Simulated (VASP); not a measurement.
Input of a VASP 6.6.1 run:

Contents of INCAR:

```
PREC = Accurate ; ENCUT = 600
EDIFF = 1E-7 ; ISMEAR = 0
SIGMA = 0.05 ; LREAL = Auto
LASPH = True ; NELM = 120
ALGO = Fast ; ISIF = 2
LWAVE = False ; LCHARG = False
GGA = PE ; NBANDS = 126
NCORE = 1 ; KPAR = 2
```

File KPOINTS:

```
Automatic mesh
0
Gamma
  2 2 2
```

Contents of POSCAR:

```
Si
1.0
    0.0000000000      8.1655535595      8.1655535595
    8.1655535595      0.0000000000      8.1655535595
    8.1655535595      8.1655535595      0.0000000000
Si
54
Direct
    0.1666666667      0.1666666667      0.1666666667
    0.1666666667      0.1666666667      0.5000000000
    0.1666666667      0.1666666667      0.8333333333
    0.1666666667      0.5000000000      0.1666666667
    0.1666666667      0.5000000000      0.5000000000
    0.1666666667      0.5000000000      0.8333333333
    0.1666666667      0.8333333333      0.1666666667
    0.1666666667      0.8333333333      0.5000000000
    0.1666666667      0.8333333333      0.8333333333
    0.5000000000      0.1666666667      0.1666666667
    0.5000000000      0.1666666667      0.5000000000
    0.5000000000      0.1666666667      0.8333333333
    0.5000000000      0.5000000000      0.1666666667
    0.5000000000      0.5000000000      0.5000000000
    0.5000000000      0.5000000000      0.8333333333
    0.5000000000      0.8333333333      0.1666666667
    0.5000000000      0.8333333333      0.5000000000
    0.5000000000      0.8333333333      0.8333333333
    0.8333333333      0.1666666667      0.1666666667
    0.8333333333      0.1666666667      0.5000000000
    0.8333333333      0.1666666667      0.8333333333
    0.8333333333      0.5000000000      0.1666666667
    0.8333333333      0.5000000000      0.5000000000
    0.8333333333      0.5000000000      0.8333333333
    0.8333333333      0.8333333333      0.1666666667
    0.8333333333      0.8333333333      0.5000000000
    0.8333333333      0.8333333333      0.8333333333
    0.2500000000      0.2500000000      0.2500000000
    0.2500000000      0.2500000000      0.5833333333
    0.2500000000      0.2500000000      0.9166666667
    0.2500000000      0.5833333333      0.2500000000
    0.2500000000      0.5833333333      0.5833333333
    0.2500000000      0.5833333333      0.9166666667
    0.2500000000      0.9166666667      0.2500000000
    0.2500000000      0.9166666667      0.5833333333
    0.2500000000      0.9166666667      0.9166666667
    0.5833333333      0.2500000000      0.2500000000
    0.5833333333      0.2500000000      0.5833333333
    0.5833333333      0.2500000000      0.9166666667
    0.5833333333      0.5833333333      0.2500000000
    0.5833333333      0.5833333333      0.5833333333
    0.5833333333      0.5833333333      0.9166666667
    0.5833333333      0.9166666667      0.2500000000
    0.5833333333      0.9166666667      0.5833333333
    0.5833333333      0.9166666667      0.9166666667
    0.9166666667      0.2500000000      0.2500000000
    0.9166666667      0.2500000000      0.5833333333
    0.9166666667      0.2500000000      0.9166666667
    0.9166666667      0.5833333333      0.2500000000
    0.9166666667      0.5833333333      0.5833333333
    0.9166666667      0.5833333333      0.9166666667
    0.9166666667      0.9166666667      0.2500000000
    0.9166666667      0.9166666667      0.5833333333
    0.9166666667      0.9166666667      0.9166666667
```

Potentials or basis: VASP PAW PBE potentials, release 64 (Si).

Command:

```bash
$ cat potpaw_PBE.64/Si/POTCAR > POTCAR
$ mpirun -np 4 vasp_std > vasp.out
```

Question: What does it give for the pressure?

Answer: 1.3 GPa.

Question: Predict the band gap on the k mesh.

Answer: 0.72 eV.

A k mesh can miss the band edges.
